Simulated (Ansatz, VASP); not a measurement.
# MgZnSeS: VASP beside Ansatz, part 2 of 2

One calculation is typed for both programs; each brings its own data sets. How far apart do they land? The cell is generated by rule, not measured, and may not be a known phase. The cell is taken from a series of runs on this material, whose earlier steps may have relaxed, scaled, displaced or heated it; both programs get it as it stands.

VASP 6.6.1 and Ansatz 0.2.0.

So far: Starting point; VASP: relaxation of cell and atoms, PBEsol, pair 1; Ansatz: relaxation of cell and atoms, PBEsol, pair 1.

## 4. Differences

Known differences besides the potentials themselves: the data sets hold 88 valence electrons in Ansatz (on its default PAW (the set named soft_2) files) and 52 in VASP; the cutoff is 420 eV in Ansatz and 600 eV in VASP; Ansatz makes its cores anew for this functional, VASP keeps those of its PBE data sets; Ansatz adds a Pulay correction to the stress that steers its cell, VASP none. Total energies have different zeros and are not compared.

The two programs side by side:

| quantity | Ansatz | VASP | difference |
| --- | --- | --- | --- |
| volume (Å³) | 179.89 | 179.95 | -0.04 % |
| edge a after relaxation, in the typed setting (Å) | 3.987 | 3.986 | +0.01 % |
| edge c after relaxation, in the typed setting (Å) | 13.069 | 13.077 | -0.06 % |

## 5. VASP: relaxation of cell and atoms, PBEsol, pair 2

The relaxed volume is the usual yardstick between codes: in a stiff, nearly cubic crystal its relative difference is about their pressure difference at one cell divided by the bulk modulus.

The input, INCAR:

```
SYSTEM = MgZnSeS
PREC = Accurate
ENCUT = 600
EDIFF = 1E-07
NELM = 120
ISMEAR = 0
SIGMA = 0.02
LREAL = .FALSE.
ALGO = Normal
GGA = PS
NBANDS = 34
LORBIT = 11
LWAVE = .FALSE.
LCHARG = .FALSE.
ISIF = 3
IBRION = 2
NSW = 80
EDIFFG = -0.005
LASPH = .TRUE.
GGA_COMPAT = .FALSE.
NELMIN = 4
EFERMI = MIDGAP
KPAR = 2
```

The input, POSCAR:

```
MgZnSeS
1.0
    3.9867320000      0.0000000000      0.0000000000
   -1.9933660000      3.4526120000      0.0000000000
    0.0000000000      0.0000000000     13.0687440000
Mg S Se Zn
2 2 2 2
Direct
    0.3333332851      0.6666665701      0.5065248810
    0.6666667149      0.3333334299      0.7554350288
    0.3333332851      0.6666665701      0.6935167603
    0.6666667149      0.3333334299      0.9430879509
    0.3333332851      0.6666665701      0.1818408869
    0.6666667149      0.3333334299      0.4305585908
    0.3333332851      0.6666665701      0.9949217767
    0.6666667149      0.3333334299      0.2441141245
```

The input, KPOINTS:

```
Automatic mesh
0
Gamma
9 9 2
0 0 0
```

PAW data sets: Mg, S, Se and Zn (PBE family, release 64).

Launch:

```
mpirun -np 2 vasp_std
```

Numbers of over 12 decimals in the logs are rounded to 6 here.

What it wrote:

```text
[banner, memory and clock lines left out]
running    2 mpi-ranks, on    1 nodes
[...]
[... a notice as in an earlier step ...]

 LDA part: xc-table for (Slater+PW92), standard interpolation
 POSCAR, INCAR and KPOINTS ok, starting setup
[...]
entering main loop
       N       E                     dE             d eps       ncg     rms          rms(c)
DAV:   1     0.375763746456E+03    0.37576E+03   -0.23979E+04  1632   0.167E+03
DAV:   2     0.158032570970E+02   -0.35996E+03   -0.34461E+03  1778   0.355E+02
DAV:   3    -0.310733370796E+02   -0.46877E+02   -0.46242E+02  1902   0.125E+02
DAV:   4    -0.327006443349E+02   -0.16273E+01   -0.16216E+01  2008   0.242E+01
[...]
DAV:  15    -0.311063214691E+02   -0.18440E-05   -0.70152E-06  2526   0.207E-02    0.416E-03
DAV:  16    -0.311063221225E+02   -0.65345E-06   -0.24959E-06  1802   0.841E-03    0.332E-03
DAV:  17    -0.311063221548E+02   -0.32270E-07   -0.15617E-07  1542   0.246E-03
   1 F= -.31106322E+02 E0= -.31106322E+02  d E =-.311063E+02
[... from here on, the cycles between the ionic steps are left out ...]
   2 F= -.31106542E+02 E0= -.31106542E+02  d E =-.219858E-03
   3 F= -.31106544E+02 E0= -.31106544E+02  d E =-.221840E-03
   4 F= -.31106585E+02 E0= -.31106585E+02  d E =-.413941E-04
   5 F= -.31106605E+02 E0= -.31106605E+02  d E =-.609027E-04
   6 F= -.31106607E+02 E0= -.31106607E+02  d E =-.633996E-04
   7 F= -.31106633E+02 E0= -.31106633E+02  d E =-.252536E-04
   8 F= -.31106636E+02 E0= -.31106636E+02  d E =-.283038E-04
   9 F= -.31106645E+02 E0= -.31106645E+02  d E =-.882206E-05
 trial-energy change:   -0.000009  1 .order   -0.000007   -0.000018    0.000004
 step:   1.2620(harm=  1.1722)  dis= 0.00075  next Energy=   -31.106645 (dE=-0.909E-05)
 reached required accuracy - stopping structural energy minimisation
```

Parts of OUTCAR (step 5):

```text
  Total        0.0128095      0.0128095      0.0069503      0.0000000     -0.0000000      0.0000000
  in kB        0.1140520      0.1140521      0.0618838      0.0000000     -0.0000000      0.0000000
  external PRESSURE =       0.0966627 kB  Pullay stress =       0.0000000 kB

 POSITION                                       TOTAL-FORCE (eV/Angst)
 -----------------------------------------------------------------------------------
      0.00000      2.30085      6.62717         0.000000     -0.000000      0.003280
      1.99259      1.15042      9.88114         0.000000     -0.000000     -0.001598
      0.00000      2.30085      9.07087         0.000000     -0.000000     -0.000598
      1.99259      1.15042     12.33498         0.000000     -0.000000     -0.001303
      0.00000      2.30085      2.38147         0.000000      0.000000      0.004318
      1.99259      1.15042      5.63741        -0.000000     -0.000000     -0.000822
      0.00000      2.30085     13.01282        -0.000000      0.000000     -0.000087
      1.99259      1.15042      3.19898         0.000000     -0.000000     -0.003190
 -----------------------------------------------------------------------------------
    total drift:                                0.000000     -0.000004     -0.000437

  FREE ENERGIE OF THE ION-ELECTRON SYSTEM (eV)
  ---------------------------------------------------
  free  energy   TOTEN  =       -31.1066445198 eV

  energy  without entropy=      -31.1066445198  energy(sigma->0) =      -31.10664452

[... 1 part as in an earlier step ...]

[... 3 further parts left out ...]
[key lines of the parts left out:]
E-fermi :   2.5766
```

## 6. Ansatz: relaxation of cell and atoms, PBEsol, pair 2

The same cell, functional, mesh and smearing now go to Ansatz, which takes its cutoff from its data sets.

The cell is taken from a series of runs on this material, whose earlier steps may have relaxed, scaled, displaced or heated it; both programs get it as it stands.

The input, input.yaml:

```yaml
crystal:
  lattice:
    - [3.9867324974, 0.0, 0.0]
    - [-1.9933662487, 3.4526116209, 0.0]
    - [0.0, 0.0, 13.0687438567]
  atoms:
    - { symbol: Mg, position: [0.3333333333, 0.6666666667, 0.5065248918] }
    - { symbol: Mg, position: [0.6666666667, 0.3333333333, 0.7554350657] }
    - { symbol: S, position: [0.3333333333, 0.6666666667, 0.6935167517] }
    - { symbol: S, position: [0.6666666667, 0.3333333333, 0.9430879257] }
    - { symbol: Se, position: [0.3333333333, 0.6666666667, 0.1818408607] }
    - { symbol: Se, position: [0.6666666667, 0.3333333333, 0.4305586177] }
    - { symbol: Zn, position: [0.3333333333, 0.6666666667, -0.0050782185] }
    - { symbol: Zn, position: [0.6666666667, 0.3333333333, 0.2441141052] }
kpoints:
  mp_grid: { grid: [9, 9, 2] }
hamiltonian:
  xc: pbesol
scf:
  occupations: { method: gaussian, width: 0.02 }
output:
  forces: true
  stress: true
  eigenvalues: true
relax:
  adjacent_minimum: "off"
  f_tol: 0.005
  max_steps: 80
  cell: { stress_tol: 0.05 }
```

Launch:

```
ansatz run input.yaml --threads 8 --pin off --max-ram 14336MiB --backend cpu --events-out ev --progress --plain --runs-dir out
```

What it wrote:

```text
[...]
Crystal: 8 atoms, lattice volume = 179.887 Å³
Basis set: ecut = 420 eV, 3547 PW (Γ), exchange–correlation on 54×54×180 points (8 copies of the dense FFT grid, shifted against one another)
Bands: 53, of which v1, the nominal top of the filled ones, is band 44 counted from 1 (43 counted from 0)
Symmetry: 6 space group operations
[...]
k-points: 24 of 162 (time reversal used)
[...]
atoms:
    - { symbol: Mg, position: [0.333333, 0.666667, 0.506378] }
    - { symbol: Mg, position: [0.666667, 0.333333, 0.755416] }
    - { symbol: S, position: [0.333333, 0.666667, 0.693215] }
    - { symbol: S, position: [0.666667, 0.333333, 0.943079] }
    - { symbol: Se, position: [0.333333, 0.666667, 0.182102] }
    - { symbol: Se, position: [0.666667, 0.333333, 0.430545] }
    - { symbol: Zn, position: [0.333333, 0.666667, -0.00510921] }
    - { symbol: Zn, position: [0.666667, 0.333333, 0.244374] }
[key lines of the parts left out:]
SCF converged after 5 iterations
Free energy (F): -23012.156366 eV
Fermi energy:    6.246473 eV
P = ⅓ Tr σ = 0.0028 GPa (0.028 kbar)
```

## 7. Comparison

What differs besides the data sets and the points named for the pairs above, as far as they apply: the data sets hold 88 valence electrons in Ansatz (on its default PAW (the set named soft_2) files) and 52 in VASP. Total energies have different zeros and are not compared.

Both answers:

```csv
quantity,Ansatz,VASP,difference
volume (Å³),179.68,179.94,-0.15 %
"edge a after relaxation, in the typed setting (Å)",3.983,3.985,-0.06 %
"edge c after relaxation, in the typed setting (Å)",13.079,13.083,-0.03 %
```

## 8. VASP: relaxation of cell and atoms, PBEsol, pair 3

The relaxed volume is the usual yardstick between codes: in a stiff, nearly cubic crystal its relative difference is about their pressure difference at one cell divided by the bulk modulus.

Changes to INCAR since step 5:

```diff
@@ -6,3 +6,3 @@
 ISMEAR = 0
-SIGMA = 0.02
+SIGMA = 0.01
 LREAL = .FALSE.
```

The input, POSCAR:

```
MgZnSeS
1.0
    3.9828540000      0.0000000000      0.0000000000
   -1.9914270000      3.4492530000      0.0000000000
    0.0000000000      0.0000000000     13.0793080000
Mg S Se Zn
2 2 2 2
Direct
    0.3333333333      0.6666666667      0.5063780133
    0.6666666667      0.3333333333      0.7554158064
    0.3333333333      0.6666666667      0.6932148857
    0.6666666667      0.3333333333      0.9430791751
    0.3333333333      0.6666666667      0.1821019889
    0.6666666667      0.3333333333      0.4305450258
    0.3333333333      0.6666666667      0.9948907847
    0.6666666667      0.3333333333      0.2443743966
```

KPOINTS is that of step 5.

Launch:

```
mpirun -np 2 vasp_std
```

What it wrote:

```text
[... set-up lines as in an earlier step ...]
 entering main loop
       N       E                     dE             d eps       ncg     rms          rms(c)
DAV:   1     0.378861271629E+03    0.37886E+03   -0.24060E+04  1632   0.167E+03
DAV:   2     0.178946762509E+02   -0.36097E+03   -0.34559E+03  1716   0.356E+02
DAV:   3    -0.309926338440E+02   -0.48887E+02   -0.48259E+02  1892   0.127E+02
DAV:   4    -0.326999158163E+02   -0.17073E+01   -0.17017E+01  2000   0.246E+01
[...]
DAV:  15    -0.311064376785E+02   -0.19244E-05   -0.71299E-06  2526   0.205E-02    0.474E-03
DAV:  16    -0.311064383315E+02   -0.65305E-06   -0.24898E-06  1794   0.854E-03    0.356E-03
DAV:  17    -0.311064383459E+02   -0.14354E-07   -0.16409E-07  1542   0.255E-03
   1 F= -.31106438E+02 E0= -.31106438E+02  d E =-.311064E+02
[... from here on, the cycles between the ionic steps are left out ...]
   2 F= -.31106542E+02 E0= -.31106542E+02  d E =-.104030E-03
   3 F= -.31106544E+02 E0= -.31106544E+02  d E =-.105220E-03
   4 F= -.31106544E+02 E0= -.31106544E+02  d E =-.105163E-03
   5 F= -.31106566E+02 E0= -.31106566E+02  d E =-.224748E-04
   6 F= -.31106594E+02 E0= -.31106594E+02  d E =-.505229E-04
   7 F= -.31106612E+02 E0= -.31106612E+02  d E =-.176979E-04
 trial-energy change:   -0.000018  1 .order   -0.000018   -0.000026   -0.000010
 step:   2.1023(harm=  2.1023)  dis= 0.00114  next Energy=   -31.106615 (dE=-0.213E-04)
 reached required accuracy - stopping structural energy minimisation
```

From OUTCAR (step 8):

```text
  Total        0.0013713      0.0013713      0.0033125      0.0000000      0.0000000      0.0000000
  in kB        0.0122097      0.0122097      0.0294928      0.0000000      0.0000000      0.0000000
  external PRESSURE =       0.0179708 kB  Pullay stress =       0.0000000 kB

 POSITION                                       TOTAL-FORCE (eV/Angst)
 -----------------------------------------------------------------------------------
     -0.00000      2.30093      6.62671        -0.000000      0.000000      0.001998
      1.99266      1.15046      9.88070        -0.000000      0.000000     -0.004556
     -0.00000      2.30093      9.07014        -0.000000      0.000000      0.001921
      1.99266      1.15046     12.33419        -0.000000      0.000000      0.002814
     -0.00000      2.30093      2.38189        -0.000000      0.000000      0.000238
      1.99266      1.15046      5.63693        -0.000000      0.000000     -0.002085
     -0.00000      2.30093     13.01279         0.000000     -0.000000     -0.003639
      1.99266      1.15046      3.19805         0.000000     -0.000000      0.003310
 -----------------------------------------------------------------------------------
    total drift:                                0.000000     -0.000001      0.000035

  FREE ENERGIE OF THE ION-ELECTRON SYSTEM (eV)
  ---------------------------------------------------
  free  energy   TOTEN  =       -31.1066117296 eV

  energy  without entropy=      -31.1066117296  energy(sigma->0) =      -31.10661173

[... 2 parts as in an earlier step ...]

[... 2 further parts left out ...]
[key lines of the parts left out:]
E-fermi :   2.5754
```

## 9. Ansatz: relaxation of cell and atoms, PBEsol, pair 3

The same cell, functional and mesh now go to Ansatz, which takes its cutoff from its data sets.

The cell is taken from a series of runs on this material, whose earlier steps may have relaxed, scaled, displaced or heated it; both programs get it as it stands.

The input, input.yaml:

```yaml
crystal:
  lattice:
    - [3.9828542757, 0.0, 0.0]
    - [-1.9914271379, 3.4492529823, 0.0]
    - [0.0, 0.0, 13.0793082856]
  atoms:
    - { symbol: Mg, position: [0.3333333333, 0.6666666667, 0.5063780363] }
    - { symbol: Mg, position: [0.6666666667, 0.3333333333, 0.7554157736] }
    - { symbol: S, position: [0.3333333333, 0.6666666667, 0.6932148995] }
    - { symbol: S, position: [0.6666666667, 0.3333333333, 0.9430791843] }
    - { symbol: Se, position: [0.3333333333, 0.6666666667, 0.1821019499] }
    - { symbol: Se, position: [0.6666666667, 0.3333333333, 0.4305449917] }
    - { symbol: Zn, position: [0.3333333333, 0.6666666667, -0.0051092085] }
    - { symbol: Zn, position: [0.6666666667, 0.3333333333, 0.2443743733] }
kpoints:
  mp_grid: { grid: [9, 9, 2] }
hamiltonian:
  xc: pbesol
scf:
  occupations: { method: fixed }
output:
  forces: true
  stress: true
  eigenvalues: true
relax:
  adjacent_minimum: "off"
  f_tol: 0.001
  max_steps: 60
  cell: { stress_tol: 0.01 }
```

Launch:

```
ansatz run input.yaml --threads 8 --pin off --max-ram 14336MiB --backend cpu --events-out ev --progress --plain --runs-dir out
```

What it wrote:

```text
[...]
Crystal: 8 atoms, lattice volume = 179.682 Å³
Basis set: ecut = 420 eV, 3547 PW (Γ), exchange–correlation on 54×54×180 points (8 copies of the dense FFT grid, shifted against one another)
Bands: 53, of which v1, the nominal top of the filled ones, is band 44 counted from 1 (43 counted from 0)
Symmetry: 6 space group operations
[...]
k-points: 24 of 162 (time reversal used)
[...]
atoms:
    - { symbol: Mg, position: [0.333333, 0.666667, 0.506376] }
    - { symbol: Mg, position: [0.666667, 0.333333, 0.755398] }
    - { symbol: S, position: [0.333333, 0.666667, 0.693241] }
    - { symbol: S, position: [0.666667, 0.333333, 0.943090] }
    - { symbol: Se, position: [0.333333, 0.666667, 0.182113] }
    - { symbol: Se, position: [0.666667, 0.333333, 0.430562] }
    - { symbol: Zn, position: [0.333333, 0.666667, -0.00513996] }
    - { symbol: Zn, position: [0.666667, 0.333333, 0.244360] }
[key lines of the parts left out:]
SCF converged after 6 iterations
Free energy (F): -23012.156369 eV
Fermi energy:    5.414608 eV
P = ⅓ Tr σ = -0.0004 GPa (-0.004 kbar)
```

## 10. Comparison

What differs besides the data sets and the points named for the pairs above, as far as they apply: fixed occupations in Ansatz, narrow Gaussian smearing in VASP; the data sets hold 88 valence electrons in Ansatz (on its default PAW (the set named soft_2) files) and 52 in VASP. Total energies have different zeros and are not compared.

Compared:

```
                                         quantity  Ansatz    VASP  difference
                                      volume (Å³)  179.69  179.95     -0.14 %
edge a after relaxation, in the typed setting (Å)   3.983   3.985     -0.06 %
edge c after relaxation, in the typed setting (Å)  13.079  13.082     -0.03 %
```

## 11. What came out

| Quantity | Value |
| --- | --- |
| difference in edge c after relaxation, in the typed setting (relaxation of cell and atoms, PBEsol, pair 1) | -0.062 % |
| difference in volume (relaxation of cell and atoms, PBEsol, pair 2) | -0.15 % |
| difference in volume (relaxation of cell and atoms, PBEsol, pair 3) | -0.14 % |

**Reading.** The difference in volume is -0.15 % (relaxation of cell and atoms, PBEsol, pair 2), within the 1.2 % picked in this series as the mark of a large difference, as far as the stopping tolerances let one tell. The data sets hold unlike numbers of valence electrons (88 in Ansatz and 52 in VASP), so part of the differences comes from the potentials. Such differences can come from data sets, numerical settings and the points named under the comparisons, not from the functional's error against experiment.

[Lines on the potential files, build, host, timing and source positions are cut from VASP's logs without a mark.]

[Logs are printed without paths, hosts, clocks, repeated set-up lines and the standing remarks that a program may print on its own settings, such as how far it seeks lower states.]

[Hosts, paths, dates, database ids (printed as entryN), source tags and the programs' standing remarks are cut or masked in the printed files.]
